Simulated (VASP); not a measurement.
# AlCo: convergence, energy along a vibration (SMASS = -2)

AlCo, atoms displaced along the mode, 2 atoms in the cell. LDA, energy along a line of displacements; PAW potentials Co, Al (LDA set). VASP 6.6.1.

Wanted: harmonic frequency within 1 %.

Mode: optical mode at Gamma along x.

POSCAR of the starting run:
```
AlCo
1.0
    2.8194032100      0.0000000000      0.0000000000
    0.0000000000      2.8194032100      0.0000000000
    0.0000000000      0.0000000000      2.8194032100
Co Al
1 1
Direct
    0.4910888888      0.5000000000      0.5000000000
    0.0194636880      0.0000000000      0.0000000000

    0.0062810039   0.0000000000   0.0000000000
   -0.0137189961   0.0000000000   0.0000000000
```

The series start from k mesh: 7 × 7 × 7; Cutoff (eV): 360; Step along the mode (Å): 0.02; Electronic threshold (eV): 1e-7; Smearing width (eV): 0.15; Precision and projection: Accurate, reciprocal space. Each series keeps the choices made before it, and each single choice may use up half of a tolerance.

## k mesh

| k mesh | Harmonic frequency (THz) | Time (s) |
|---|---|---|
| 3 × 3 × 3 | 9.691 | 7.3 |
| 4 × 4 × 4 | 9.969 | 14 |
| 5 × 5 × 5 | 9.869 | 20 |
| 7 × 7 × 7 | 9.911 | 49 |
| 8 × 8 × 8 | 9.929 | 73 |
| 11 × 11 × 11 | 9.936 | 184 |
| 14 × 14 × 14 (reference) | 9.936 | 359 |

## Cutoff (eV)

| Cutoff (eV) | Harmonic frequency (THz) | Time (s) |
|---|---|---|
| 190 | 9.463 | 28 |
| 230 | 9.641 | 29 |
| 270 | 9.888 | 32 |
| 320 | 9.9 | 35 |
| 360 | 9.911 | 49 |
| 410 (reference) | 9.903 | 72 |

## Electronic threshold (eV)

| Electronic threshold (eV) | Harmonic frequency (THz) | Time (s) |
|---|---|---|
| 0.001 | 9.899 | 29 |
| 0.0001 | 9.898 | 33 |
| 1e-5 | 9.898 | 35 |
| 1e-6 | 9.898 | 38 |
| 1e-7 | 9.898 | 47 |
| 1e-8 (reference) | 9.898 | 48 |

## Smearing width (eV)

| Smearing width (eV) | Harmonic frequency (THz) | Time (s) |
|---|---|---|
| 0.4 | 9.904 | 27 |
| 0.3 | 9.904 | 26 |
| 0.2 | 9.901 | 26 |
| 0.15 | 9.899 | 29 |
| 0.1 (reference) | 9.9 | 26 |

## Precision and projection

| Precision and projection | Harmonic frequency (THz) | Time (s) |
|---|---|---|
| Accurate, reciprocal space | 9.904 | 27 |
| Normal, reciprocal space | 9.902 | 17 |
| Normal, Auto | 9.932 | 25 |

## Question

The rows run from the loosest to the tightest (no order: precision and projection). For each series: choose the loosest value from which every tighter one stays within half of the tolerance; where there is no order, keep the first row unless others stay within half of the tolerance and take at least 30 % less time, and then take the fastest.

## Answer

- k mesh: 7 × 7 × 7
- Cutoff (eV): 270
- Electronic threshold (eV): 0.001
- Smearing width (eV): 0.4
- Precision and projection: Normal, reciprocal space

Also changed on the way, by series that aren't shown: Step along the mode (Å): 0.08.

## All choices together

| Input | Harmonic frequency (THz) | Time (s) |
|---|---|---|
| defaults on a coarse mesh (naive) | 10.14 | 4.2 |
| chosen settings | 9.902 | 17 |
| reference settings throughout | 9.915 | 434 |

The tolerance is met.

## The input

INCAR:
```
  ALGO = Normal
  EDIFF = 0.001
  ENCUT = 270
  GGA = CA
  IBRION = 0
  ISMEAR = 1
  ISPIN = 2
  ISYM = 0
  KPAR = 2
  LASPH = T
  LCHARG = F
  LREAL = F
  LWAVE = F
  MAGMOM = 2 0
  NELMIN = 4
  NSW = 9
  POTIM = 1
  PREC = Normal
  SIGMA = 0.4
  SMASS = -2
```

KPOINTS:
```
Automatic mesh
0
Gamma
  7 7 7
  0 0 0
```

POSCAR:
```
AlCo
1.0
    2.8194032100      0.0000000000      0.0000000000
    0.0000000000      2.8194032100      0.0000000000
    0.0000000000      0.0000000000      2.8194032100
Co Al
1 1
Direct
    0.4643555551      0.5000000000      0.5000000000
    0.0778547520      0.0000000000      0.0000000000

    0.0251240156   0.0000000000   0.0000000000
   -0.0548759844   0.0000000000   0.0000000000
```

Commands:
```
cat potpaw_LDA.64/Co/POTCAR potpaw_LDA.64/Al/POTCAR > POTCAR
mpirun -np 2 vasp_std > vasp.out
```

Limits: NELMIN = 4 forces that many electronic steps, so a loose EDIFF looks better here than it is.

The chosen input took VASP 6.6.1 17 s on 2 cores (AMD EPYC 9R45 (Zen 5)), a shared host.

## An input that fails: SMASS left out, so the atoms move under their forces

It runs to its end, but against the unchanged starting input it is off by 3.8 % in the harmonic frequency.

Changes against the starting input:
```
- SMASS = -2
```
